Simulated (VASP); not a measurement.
Wanted: the native input for a VASP 6.6.1 run.

* Task: relaxation of cell and atoms
* Functional: PBE
* Potentials or basis: VASP PAW PBE potentials, release 64 (Se, In_d)
* Cutoff: 600 eV
* k mesh: 12 × 12 × 1
* Occupations: gaussian, width 0.03 eV
* Spin: no spin polarisation
* Dipole correction: no
* Further INCAR settings: ALGO = Fast; EDIFF = 1e-07; IBRION = 2; EDIFFG = -0.005; NSW = 60; ISIF = 3

The structure of In2Se3 lies in POSCAR:

```
In2Se3
1.0
    4.0700000000      0.0000000000      0.0000000000
   -2.0350000000      3.5247233900      0.0000000000
    0.0000000000      0.0000000000     22.7500000000
Se In
3 2
Direct
    0.3333330000      0.6666670000      0.3516483500
    0.6666670000      0.3333330000      0.5120879100
    0.3333330000      0.6666670000      0.6483516500
    0.6666670000      0.3333330000      0.4000000000
    0.0000000000      0.0000000000      0.5868131900
```

The cell was built by a generator and needn't be a form met in nature.

The input as run:

INCAR

```
PREC     = Accurate       # precision mode
ENCUT    = 600            # plane-wave cutoff, eV
EDIFF    = 1E-7           # SCF threshold, eV
ISMEAR   = 0              # smearing method
SIGMA    = 0.03           # smearing width, eV
LREAL    = False          # projectors in reciprocal space
LASPH    = True           # aspherical terms in the spheres
NELM     = 120            # most SCF steps
ALGO     = Fast           # electronic algorithm
ISIF     = 3              # what is computed and relaxed
LWAVE    = False          # write WAVECAR
LCHARG   = False          # write CHGCAR
GGA      = PE             # functional
IBRION   = 2              # ionic algorithm
NSW      = 60             # ionic steps
EDIFFG   = -0.005         # ionic threshold
LATTICE_CONSTRAINTS= .TRUE. .TRUE. .FALSE.
KPAR     = 2
```

KPOINTS

```
regular mesh
0
Gamma
  12 12 1
```

Potentials or basis: VASP PAW PBE potentials, release 64 (Se, In_d).

Launch:

```sh
$ cat potpaw_PBE.64/Se/POTCAR potpaw_PBE.64/In_d/POTCAR > POTCAR
$ mpirun -np 2 vasp_std > vasp.out
```

Results of the run:

| Item | Value |
| --- | --- |
| Relaxed volume | 66.31 Å³/atom |
| Relaxed cell | a = 4.102 Å, b = 4.102 Å, c = 22.750 Å, α = 90.00°, β = 90.00°, γ = 120.00° |
| Space group after relaxing (to 0.05 Å) | P3m1 (No. 156) |
| Energy gained by relaxing | 19.9 meV/atom |
| Ionic steps | 16 |
| Largest force after relaxing | 0.005 eV/Å |
| Band gap on the k mesh | 0.78 eV, indirect (least direct gap 0.89 eV) |

Caveat: spin-orbit coupling is left out, which moves the levels of the heavy elements; without dispersion, layers of such crystals drift apart on relaxing, which shifts levels and gaps; volumes and pressures include the vacuum.

It took 23 min on 2 MPI ranks on Intel(R) Xeon(R) 6975P-C (Granite Rapids) (shared host), peak memory 0.7 GiB a rank.
